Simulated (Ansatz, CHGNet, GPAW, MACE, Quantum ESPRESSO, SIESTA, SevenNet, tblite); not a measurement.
**tblite runs on AlN/GaN superlattice along [0001] (64 atoms)**

Wanted: tblite inputs and outputs for AlN/GaN superlattice along [0001] (64 atoms), checked against a plane-wave reference.

Calculated with tblite 0.8.0; the method is named at each step.

**1. The structure**

The cell holds 64 atoms: 24 Al, 32 N and 8 Ga. Its edges and angles: a = 6.378 Å, b = 6.378 Å, c = 19.950 Å, α = 90.0°, β = 90.0°, γ = 120.0°. Wurtzite lattice with in-plane constant 3.189 Å; 3 periods of AlN and 1 of GaN along [0001], 2 x 2 in-plane cells; the two parts stretched along z by 0.9492 and 1.0; every coordinate displaced by a Gaussian of 0.02 Å. Then every atom was moved at random, 0.02 Å r.m.s. a Cartesian component. Regions: AlN, 48 atoms (24 Al and 24 N); GaN, 16 atoms (8 Ga and 8 N). The structure's axis is c.

The yardstick, on the same geometry:

| Property | Result |
| --- | --- |
| method | Kohn-Sham DFT, PBE, GBRV 1.5 ultrasoft pseudopotentials, plane waves (Quantum ESPRESSO 7.5); gbrv-pbe-1.5, cutoffs 40/200 Ry, Γ point |
| r.m.s. force component | 0.9268 eV/Å |
| longest force | 5.008 eV/Å |
| pressure | 1.533 GPa |
| gap (highest filled to lowest empty level) | 2.537 eV |
| time | 6 min on 2 MPI ranks of Arm Neoverse N1, shared host |
| CPU time | 12 min |

**2. GFN1-xTB**

Method: GFN1-xTB tight binding, diagonalisation.

run.py reads:

```python
import numpy as np
from ase.io import read
from tblite.ase import TBLite

atoms = read("structure.xyz")
atoms.calc = TBLite(method="GFN1-xTB", electronic_temperature=580, accuracy=1.0, max_iterations=250, mixer_damping=0.1, verbosity=1)
energy = atoms.get_potential_energy()
forces = atoms.get_forces()
print(f"energy {energy:.6f} eV")
print("forces (eV/A)")
for i, (a, f) in enumerate(zip(atoms, forces)):
    print(f"{i:4d} {a.symbol:2s} {f[0]:10.5f} {f[1]:10.5f} {f[2]:10.5f}")
stress = -atoms.get_stress(voigt=False) * 160.21766
print("stress (GPa, compression positive)")
for row in stress:
    print(" ".join(f"{x:10.4f}" for x in row))
print("charges (e)")
print(np.array2string(atoms.get_charges(), precision=4, suppress_small=True, max_line_width=110, threshold=100000))
```

structure.xyz reads:

```xyz
64
Lattice="6.37800 0.00000 0.00000 -3.18900 5.52351 0.00000 0.00000 0.00000 19.94981" Properties=species:S:1:pos:R:3 pbc="T T T"
Al 6.36336 0.01110 0.01077
N -0.03112 1.86540 0.61485
Al 0.01961 1.83165 2.45283
N 3.18457 5.50280 3.05551
Al 0.01374 0.02215 4.94636
N 0.01359 1.83447 5.51034
Al -0.03199 1.81033 7.35490
N 3.19506 5.49048 7.96436
Al 0.01164 0.00215 9.87954
N 0.01263 1.82618 10.45171
Al -0.03486 1.81497 12.32818
N -3.16553 5.49181 12.94882
Ga -3.18090 5.51014 14.78560
N -0.00277 1.86159 15.43497
Ga 0.03970 1.86302 17.37509
N 3.17730 5.51141 17.96839
Al 4.73095 2.73789 19.93664
N -1.57246 4.57628 0.59690
Al -1.58503 4.61307 2.44425
N -1.54370 2.74447 3.00983
Al -1.60059 2.78048 4.92700
N -1.56274 4.57822 5.49198
Al -1.63427 4.64599 7.35709
N 4.77492 2.76656 7.97573
Al 4.77489 2.70619 9.87077
N -1.54864 4.64649 10.43834
Al -1.63953 4.54386 12.28609
N -1.60464 2.80826 12.97476
Ga -1.58445 2.75098 14.72994
N -1.59495 4.58451 15.40903
Ga -1.58481 4.65035 17.37090
N -1.57412 2.76468 17.98376
Al 3.18300 0.03657 19.89375
N 3.17838 1.87993 0.57515
Al 3.14818 1.84099 2.51846
N 3.18690 0.00011 3.02679
Al -0.02025 5.51009 4.91065
N 3.18450 1.83662 5.50695
Al 3.14206 1.86838 7.40337
N 3.13960 0.01221 7.97294
Al 3.18839 0.00613 9.78817
N 3.21056 1.83182 10.43994
Al 3.16865 1.82121 12.34015
N -0.02621 5.49777 12.87920
Ga 3.20000 0.01541 14.78002
N 3.22988 1.83966 15.42938
Ga 3.18737 1.82182 17.34417
N 3.23272 0.02944 17.98894
Al 1.61418 2.76004 19.92308
N 1.57144 4.57949 0.62902
Al 1.54080 4.58650 2.39916
N 1.59450 2.80053 2.99327
Al 1.63165 2.79937 4.94695
N 1.55374 4.60738 5.49996
Al 1.60770 4.60053 7.34931
N 1.61115 2.72674 7.98750
[... 4 atom lines left out ...]
Ga 1.56302 2.80953 14.77882
N 1.62234 4.60478 15.36475
Ga 1.57368 4.61031 17.39224
N 1.63146 2.83549 17.97059
```

Command:

```
OMP_NUM_THREADS=1 python run.py > output.txt
```

Output:

```text
------------------------------------------------------------
  cycle        total energy    energy error   density error
------------------------------------------------------------
      1     -122.6838998917  -1.2282921E+02   1.0350098E+00
      2     -136.5718100779  -1.3887910E+01   7.3326631E-01
      3     -141.7859882896  -5.2141782E+00   3.3112241E-01
      4     -139.3058588354   2.4801295E+00   4.1374797E-01
      5     -143.0011314703  -3.6952726E+00   6.4113552E-02
      6     -143.0111676069  -1.0036137E-02   6.0647445E-02
      7     -142.8457924530   1.6537515E-01   2.3083421E-02
      8     -142.9631318749  -1.1733942E-01   2.6485345E-02
      9     -143.0340610687  -7.0929194E-02   1.3501601E-02
     10     -143.0439217189  -9.8606502E-03   9.1378252E-03
     11     -143.0458636724  -1.9419535E-03   8.4203955E-03
     12     -143.0499672836  -4.1036112E-03   5.1048329E-03
     13     -143.0505210644  -5.5378080E-04   3.8355821E-03
     14     -143.0508799678  -3.5890341E-04   1.8425537E-03
     15     -143.0509710493  -9.1081453E-05   5.7131600E-04
     16     -143.0509842301  -1.3180866E-05   1.9086490E-04
     17     -143.0509852909  -1.0607481E-06   6.7524025E-05
     18     -143.0509849137   3.7714892E-07   5.4547354E-05
     19     -143.0509851165  -2.0273103E-07   4.4130491E-05
     20     -143.0509852868  -1.7028529E-07   2.4042333E-05
     21     -143.0509853884  -1.0161642E-07   8.1634063E-06
------------------------------------------------------------
 total:                                  10.662 sec
energy -3892.615585 eV
forces (eV/A)
   0 Al    0.12687   -0.13153   -0.56814
   1 N     0.29446   -0.28495   -0.89741
   2 Al    0.12215   -0.27776    0.47281
   3 N    -0.17734   -0.05823    0.02321
   4 Al   -0.12359   -0.44009   -0.29129
   5 N     0.08084    0.35845   -0.40630
   6 Al    0.18120    0.19286    0.64485
   7 N    -0.58380    0.45746    0.25678
   8 Al    0.31900   -0.16749   -0.39336
   9 N    -0.50245   -0.04320    0.15863
  10 Al    0.49409    0.26552    0.43403
  11 N    -0.39347    0.41220   -1.39819
  12 Ga    0.31326    0.38853    0.39020
  13 N     0.06317   -0.22149    0.99609
  14 Ga   -0.14638   -0.04975   -0.88579
  15 N     0.09678    0.36170    1.80804
  16 Al    0.63903    0.36188   -0.74005
  17 N    -0.22553    0.47394   -0.82486
  18 Al   -0.16420   -0.22894    0.40498
  19 N    -0.64586    0.14115    0.42219
  20 Al    0.14938   -0.57089   -0.46534
  21 N    -0.52883    0.35245   -0.01256
  22 Al    0.52983   -0.71467    0.26038
  23 N     0.02164    0.08485   -0.11451
[...]
56 Al    0.81163    0.23523    0.33743
  57 N    -0.50635   -0.10544   -0.19664
  58 Al    0.07609   -0.53053    0.34720
  59 N    -0.84728    0.22452   -1.40185
  60 Ga    0.44130   -0.76512    0.11034
  61 N    -0.42387    0.36025    1.82565
  62 Ga    0.45320    0.42612   -1.94529
  63 N    -0.08326   -1.00115    1.70331
stress (GPa, compression positive)
   27.6794    -0.3000    -0.7315
   -0.3000    27.9876     0.0071
   -0.7315     0.0071    29.6212
charges (e)
[ 0.4032 -0.4108  0.4579 -0.4466  0.4481 -0.4459  0.449  -0.4433  0.447  -0.423   0.4249 -0.3863  0.2639
 -0.2893  0.224  -0.3063  0.4287 -0.4104  0.4519 -0.4397  0.4521 -0.4437  0.4602 -0.4516  0.4385 -0.4343
  0.4498 -0.3817  0.2696 -0.2893  0.2245 -0.3117  0.4129 -0.4077  0.4479 -0.435   0.4603 -0.4502  0.4588
 -0.447   0.4521 -0.435   0.437  -0.3905  0.2483 -0.2908  0.2329 -0.2967  0.4199 -0.4075  0.4664 -0.4363
  0.4477 -0.4419  0.4473 -0.4441  0.4501 -0.4318  0.4311 -0.3903  0.2585 -0.285   0.2415 -0.302 ]
```

Elapsed: 11 s, on 1 thread of Arm Neoverse N1, shared host; peak memory 0.12 GiB.

Banners, paths, timers and routine set-up lines are dropped from the logs unmarked, and long logs keep their key lines alone; longer cuts are marked.

Numbers from this run, and their distance from the reference:

```yaml
r_m_s_force_component: 0.6451 eV/Å
r_m_s_difference_of_force_components: 517.6 meV/Å
longest_difference_of_force_vectors: 2103 meV/Å
force_difference_over_r_m_s_force: 55.85 %
slope_of_forces_against_the_reference_s: 0.5863
correlation_of_force_components: 0.8423
pressure: 28.43 GPa
pressure_difference: 26.9 GPa
```

Length of the force difference by element (eV/Å):

| element | atoms | mean | most |
| --- | --- | --- | --- |
| Al | 24 | 0.67 | 1.1 |
| Ga | 8 | 1.3 | 2.1 |
| N | 32 | 0.78 | 1.9 |

The surroundings of Al9, picked at random, nearest first, numbered as they follow in the input and with coordinates relative to it.

| atom | x | y | z | distance (Å) | bonds | Mulliken charge (e) | Fx | Fy | Fz (eV/Å) |
| --- | --- | --- | --- | --- | --- | --- | --- | --- | --- |
| Al9 | 0.00 | 0.00 | 0.00 | 0.00 | 4 | 0.45 | 0.32 | -0.17 | -0.39 |
| N58 | -1.57 | -0.93 | 0.53 | 1.90 | 4 | -0.43 | -0.51 | -0.11 | -0.20 |
| N10 | 0.00 | 1.82 | 0.57 | 1.91 | 4 | -0.42 | -0.50 | -0.04 | 0.16 |
| N8 | -0.01 | -0.04 | -1.92 | 1.92 | 4 | -0.44 | -0.58 | 0.46 | 0.26 |
| N26 | 1.63 | -0.88 | 0.56 | 1.93 | 4 | -0.43 | -0.42 | -0.77 | -0.35 |
| Al59 | -1.61 | -0.87 | 2.40 | 3.01 | 4 | 0.43 | 0.08 | -0.53 | 0.35 |
| Al27 | 1.54 | -0.98 | 2.41 | 3.02 | 4 | 0.45 | 0.44 | 0.73 | 0.20 |
| Al11 | -0.05 | 1.81 | 2.45 | 3.05 | 4 | 0.42 | 0.49 | 0.27 | 0.43 |
| N12 | 0.01 | -0.03 | 3.07 | 3.07 | 4 | -0.39 | -0.39 | 0.41 | -1.40 |

Atoms are counted from 1 here, from 0 in the log.

Forces lie 56 % from the reference's, at 0.016 times its CPU time (on 1 against 2 cores).

**3. Outcome**

| Item | Value |
| --- | --- |
| force difference from the reference | tblite GFN1-xTB, 56 % |
| its CPU time | 11 s |

Tight binding differs by 56 % (tblite GFN1-xTB); it is another model, with fitted parameters of its own, and the xTB methods hold dispersion. One electronic-structure run takes under half the reference's CPU time: tblite GFN1-xTB, at 56 % in 11 s against 12 min; its pressure misses by +26.9 GPa. Periodic xTB results under one method name differ between programs and library versions. The reference's pressure holds the uncorrected Pulay stress of its 40 Ry basis, so small pressure differences, and their order, may be the reference's own error. The cell is under 6 Å thick along two periodic directions, so every atom has periodic images of itself close by, which move with it and show among its neighbours and in g(r). The host structure and its lattice constant were typed by rule, without a check against the phase diagram. The reference's pressure of 1.5 GPa belongs to a cell and atoms that aren't relaxed at this level. The electronic-structure runs sample only Γ, in a cell whose shortest periodic width is 6 Å.

[Also dropped from logs without a mark: logging warnings of Python, and SIESTA's first energy breakdown and zero terms.]

[Logs are printed without paths, hosts, clocks, repeated set-up lines and the standing remarks that a program may print on its own settings, such as how far it seeks lower states.]

[Hosts, paths, dates, database ids (printed as entryN), source tags and the programs' standing remarks are cut or masked in the printed files.]
